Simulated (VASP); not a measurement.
ZrSe2: dielectric tensor with LDA

ZrSe2:

```xyz
3
Lattice="3.6959 0.0000 0.0000 -1.8480 3.2008 0.0000 0.0000 0.0000 5.9447" Properties=species:S:1:pos:R:3 pbc="T T T"
Zr    0.0000    0.0000    0.0000
Se    0.0000    2.1338    1.5863
Se    1.8480    1.0669    4.3584
```

| Item | Value |
| --- | --- |
| Program | VASP 6.6.1 |
| Task | dielectric tensor |
| Functional | LDA |
| Potentials or basis | VASP PAW LDA potentials, release 64 (Zr_sv, Se) |
| Cutoff | 600 eV |
| k mesh | 15 × 15 × 7 |
| Occupations | gaussian, width 0.03 eV |
| Spin | no spin polarisation |
| Monkhorst-Pack mesh | no |
| Further INCAR settings | ALGO = Fast; EDIFF = 1e-08 |

| Quantity | Value |
| --- | --- |
| Band gap on the k mesh | none (metal or under the smearing width) |
| Electronic dielectric tensor (diagonal) | 20.11, 20.11, 11.20 |
| Born charges (mean of the diagonal) | Zr +5.84; Se -2.92 e |

Levels at points of the mesh, in eV from the Fermi level:
```
           k point  band 8  band 9  band 10  band 11  band 12  band 13  band 14  band 15  band 16
(0.00, 0.00, 0.00)   -2.80   -2.80    -0.03    -0.03     0.11     0.93     0.93     1.19     4.07
```

Electronic dielectric tensor:
```
20.11  0.00  0.00
 0.00 20.11  0.00
 0.00  0.00 11.20
```

Born effective charge tensors (e):
atom 1, Zr
```
7.64 0.00 0.00
0.00 7.64 0.00
0.00 0.00 2.25
```
atom 2, Se
```
-3.82  0.00  0.00
 0.00 -3.82  0.00
 0.00  0.00 -1.12
```
atom 3, Se
```
-3.82  0.00  0.00
 0.00 -3.82  0.00
 0.00  0.00 -1.12
```

It took 30 min on 2 MPI ranks on Intel(R) Xeon(R) 6975P-C (Granite Rapids), on a shared host, peak memory 1.3 GiB a rank.

The gap isn't set beside the measured one, since this odd mesh misses points on the zone boundary.
